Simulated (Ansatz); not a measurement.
Runs of Ansatz 0.2.0 on HfC. The structure is cubic, space group Fm-3m (No. 225). The conventional cell has a = 4.650 Å, b = 4.650 Å, c = 4.650 Å, α = 90.00°, β = 90.00°, γ = 90.00°. Around Hf (site symmetry m-3m) lie 6 C at 2.33 Å. C (site symmetry m-3m) is surrounded by 6 Hf at 2.33 Å. 

| task | potentials or basis | spin | cell | k mesh | cutoff (eV) | pressure (GPa) | relaxed volume (Å³/atom) |
| --- | --- | --- | --- | --- | --- | --- | --- |
| relaxation of cell and atoms | all-electron LAPW, scalar-relativistic | off | relaxed to 5 GPa | 10 × 10 × 10 | - | 5.0 | - |
| relaxation of cell and atoms | all-electron LAPW, relativistic spinors | SOC, no magnetisation | relaxed | 7 × 7 × 7 | - | 0.0 | 12.55 |
| relaxation of cell and atoms | all-electron LAPW, scalar-relativistic | off | relaxed | 10 × 10 × 10 | - | 0.0 | (a) |
| relaxation of cell and atoms | all-electron LAPW, scalar-relativistic | off | relaxed to 2 GPa | 10 × 10 × 10 | - | 2.0 | - |
| relaxation of cell and atoms | all-electron LAPW, scalar-relativistic | off | relaxed | 7 × 7 × 7 | - | 0.0 | 12.59 |
| relaxation of cell and atoms | all-electron LAPW, scalar-relativistic | off | relaxed to 10 GPa | 10 × 10 × 10 | - | 10.0 | - |
| relaxation of cell and atoms | all-electron LAPW, scalar-relativistic | off | relaxed to 30 GPa | 10 × 10 × 10 | - | 30.0 | - |
| band structure | all-electron LAPW, scalar-relativistic | off | as given | 7 × 7 × 7 | 303 | 0.3 | - |

Alike in all rows: level PBE; smearing fermi-dirac 0.05 eV; basis error allowed 0.001 eV/atom.

Q: Fill in the values left out.

A: (a) 12.58.

Caveats: the k mesh is thin for a metal, which can move the energy by tens of meV per atom (some runs).
